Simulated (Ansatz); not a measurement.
AlN in the NiAs-type structure, relaxed with r2SCAN in Ansatz. Space group P6_3/mmc (No. 194), hexagonal; conventional cell a = 2.833 Å, c = 4.841 Å, 8.41 Å³ an atom. Around Al lie 6 N at 2.03 Å; around N lie 6 Al at 2.03 Å.

The axes x, y and z are those of this cell:
```
Al N
1.0
     2.83285    0.00000    0.00000
    -1.41643    2.45332    0.00000
     0.00000    0.00000    4.84101
Al N
2 2
Direct
  0.00000 0.00000 0.00000
  0.00000 0.00000 0.50000
  0.33333 0.66667 0.25000
  0.66667 0.33333 0.75000
```

Unstrained: The PBE gap is indirect, 4.924 eV (Γ to k = (0, -1/2, 1/3)), below the direct gap of 5.169 eV at Γ. r2SCAN gives an indirect gap of 5.686 eV, from Γ to k = (0, -1/2, 0.318); the least direct gap is 5.913 eV at Γ. The HSE06 gap is indirect, 6.297 eV (Γ to k = (0, -1/2, 0.318)), below the direct gap of 6.684 eV at Γ. Meshes: PBE 12×12×6, r2SCAN 12×12×6, HSE06 9×9×4. Strains are changes of length per length. After each strain the atoms were relaxed again with r2SCAN within the symmetry that the strain leaves, so tilts or polar shifts that break it weren't tested; points keep the names that they have in the unstrained zone. Spin-unpolarised throughout. Whether this structure exists isn't addressed.

Task: Estimate what uniaxial +5.48 % along x, other directions held does to the gap.

Result: r2SCAN: the gap goes from 5.686 to 5.163 eV (-0.523 eV); it turns from indirect (Γ → (0, -1/2, 0.318)) to direct (Γ). The r2SCAN energy rises by 42.1 meV an atom.

Task: Apply isotropic -0.78 % on every length. How far does the gap move, against the unstrained cell?

Result: r2SCAN: the gap goes from 5.686 to 5.860 eV (+0.174 eV). HSE06: the gap goes from 6.297 to 6.480 eV (+0.183 eV). The r2SCAN energy rises by 3.9 meV an atom.

Where an edge lies off the special points, it is a point of the mesh or the k point where a search put PBE's edge or least direct gap, reused for the other functionals, whose own edges may lie a little apart.

Coordinates of k points refer to the reciprocal vectors of the primitive cell of the runs.

The meshes of the hybrids are coarse, so their gaps aren't converged to the digits shown.
